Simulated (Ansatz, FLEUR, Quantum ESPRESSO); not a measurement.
## One calculation of P, 3 ways

```
P
1.0
     1.64774   -5.46504    0.00000
     1.64774    5.46504    0.00000
     0.00000    0.00000    4.54364
P
4
Direct
  0.90414 0.09586 0.58882
  0.09586 0.90414 0.41118
  0.59586 0.40414 0.08882
  0.40414 0.59586 0.91118
```

Alike in all runs: task band structure; functional PBE; k mesh 8 × 8 × 6; occupations fermi-dirac, width 0.05 eV; no spin polarisation; no spin-orbit coupling. Pressure is positive in compression and, in plane waves, holds the error of the finite cutoff, which Ansatz's Pulay term estimates and takes out. Gaps are the smaller of the mesh's and the band path's.

| program and potentials | plane-wave cutoff (eV) | notes | band gap (eV) | pressure (GPa) | largest force (eV/Å) |
| --- | --- | --- | --- | --- | --- |
| FLEUR, all-electron, FLAPW | - | - | 0.10 | - | - |
| Ansatz, PseudoDojo stringent (PBE files) | 599 | - | 0.09 | 2.07 | 0.352 |
| Quantum ESPRESSO, PseudoDojo 0.4.1 SR PBE standard | 599 | - | 0.09 | 2.06 | 0.353 |

Force on atom 1 (P), eV/Å:

```
                            program and potentials      x      y       z
          Ansatz, PseudoDojo stringent (PBE files)  0.000  0.177  -0.305
Quantum ESPRESSO, PseudoDojo 0.4.1 SR PBE standard  0.000  0.177  -0.305
```

The band gap spans 0.09 (Ansatz, PseudoDojo stringent (PBE files)) to 0.10 eV (FLEUR, all-electron, FLAPW), with all-electron results at 0.10. The pressure spans 2.06 (Quantum ESPRESSO, PseudoDojo 0.4.1 SR PBE standard) to 2.07 GPa (Ansatz, PseudoDojo stringent (PBE files)).

Differences between rows come from potentials, basis sets and numerical settings, since the functional is the same but for its coding. Runs on potential files found faulty are left out.
